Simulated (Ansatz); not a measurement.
The parent structure is InN in the wurtzite structure (space group P6_3mc, No. 186; a = 3.537 Å, c = 5.713 Å). Axes: x lies along a and z along c of the hexagonal cell.

The values are results of PBEsol (Ansatz, a program for electronic structure; PAW; 420 eV plane waves; spin-orbit coupling left out), not measurements.

Before the change:

```
Property                         Value
-----------------------------  -------
Band gap                          zero
Shortest interatomic distance  2.156 Å
```

Modification: a free-standing slab of 4 layers (16 atoms, 4 a layer) is cut normal to the y axis, with 15 Å of vacuum and the in-plane cell held at bulk.

Q: Estimate the effect on the excess energy per area of both faces.

A: The excess energy per area of both faces (slab less bulk energy over the cell's area: twice a surface energy) comes out as 2.7 J/m² (uncertain by up to 0.1 J/m²).

Q: What happens to the change of the spacing d12 from its bulk value of 1.021 Å?

A: The change of the spacing d12 from its bulk value of 1.021 Å amounts to -17.8 %.

Q: Predict the new band gap.

A: The band gap becomes 0.22 eV (base: zero).

Q: Estimate the effect on the shortest interatomic distance.

A: The shortest interatomic distance shrinks by 0.118 Å (2.156 Å → 2.038 Å).

Slab and bulk use different k-meshes, which limits the precision of the excess energy. Stability against distortions was not tested. All final runs are without spin polarisation. The zero or small gap of InN can change with the level of theory.
